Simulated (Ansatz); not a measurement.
**CaO in the rocksalt structure**

Computed with Ansatz (plane waves, PAW, 420 eV cutoff): PBE, scalar-relativistic, no spin polarisation, 12×12×12 k-mesh, Gaussian smearing of 0.05 eV. The datasets are Ansatz's generated set soft_2.

```
Ca O
1.0
     0.00000    2.41542    2.41542
     2.41542    0.00000    2.41542
     2.41542    2.41542    0.00000
Ca O
1 1
Direct
  0.50000 0.50000 0.50000
  0.00000 0.00000 0.00000
```

The compound is reported in the structure type of the start.

Cell and atoms are those of this level's equilibrium.

```yaml
Space_group: Fm-3m (No. 225)
Volume: 14.09 Å³/atom
Band_gap: 3.66 eV
Smallest_direct_gap: 4.03 eV
Bader_charges: Ca 1.48; O -1.48 e
Formation_energy_from_the_elements_0_K_uncorrected: -2.95 eV/atom
Bulk_modulus_Birch–Murnaghan: 105 GPa
Pressure_derivative_B0′: 4.3
Shear_modulus_Hill: 74 GPa
Young's_modulus: 180 GPa
Poisson's_ratio: 0.22
Elastically_stable: yes
```

Formal charges Ca²⁺, O²⁻ balance and leave closed shells on every ion, so a band insulator is expected, and the gap is 3.66 eV.

Bader charges against formal ones: Ca +1.48 (+2), O −1.48 (−2). The cations give up 74 % of the formal charge; Bader charges stay under formal ones because the anions' density reaches into the cations' basins.

**What was measured.** A printed reference work, textbook reports, for a bulk crystal of CaO: lattice constant a 4.8105 Å.

The results are compared with them further down.

**Against experiment.** Measured lattice constant a of CaO: 4.8105 Å (a printed reference work, textbook). This calculation gives 4.831 Å (+0.4 %). The calculation is for a static lattice, without zero-point motion or thermal expansion.

Semilocal functionals underestimate band gaps, commonly by a third or more.
